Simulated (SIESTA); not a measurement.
Crystal: InAs.

```
In As
1.0
     0.00000    3.01800    3.01800
     3.01800    0.00000    3.01800
     3.01800    3.01800    0.00000
In As
1 1
Direct
  0.00000 0.00000 0.00000
  0.75000 0.75000 0.75000
```

Base run:

* Program: SIESTA 5.4.2
* Functional: LDA
* Potentials or basis: PseudoDojo 0.4 standard (LDA files)
* Basis: DZP (energy shift 0.002 Ry; radii capped at 9.5 bohr)
* Grid cutoff: 500 Ry
* Energy shift: 0.002 Ry
* k mesh: 8 × 8 × 8
* Occupations: fermi-dirac, width 0.05 eV
* Spin: no spin polarisation

Its results: band gap on the k mesh none (metal or under the smearing width); pressure 0.4 GPa.

Q: The run is repeated on the same cell with these changes: functional from LDA to BP86; potentials or basis from PseudoDojo 0.4 standard (LDA files) to PseudoDojo 0.4 standard (PBE files). What comes out?

A: Band gap on the k mesh none (metal or under the smearing width); pressure 5.4 GPa.

Caveats: semicore shells carry a single zeta, which can move pressures by several GPa and volumes by a few percent; spin-orbit coupling is left out, which moves the levels of the heavy elements; the basis of atomic orbitals isn't converged, which shifts pressures, moduli and gaps; the potentials were made for another functional, which shifts forces and pressure (some runs).
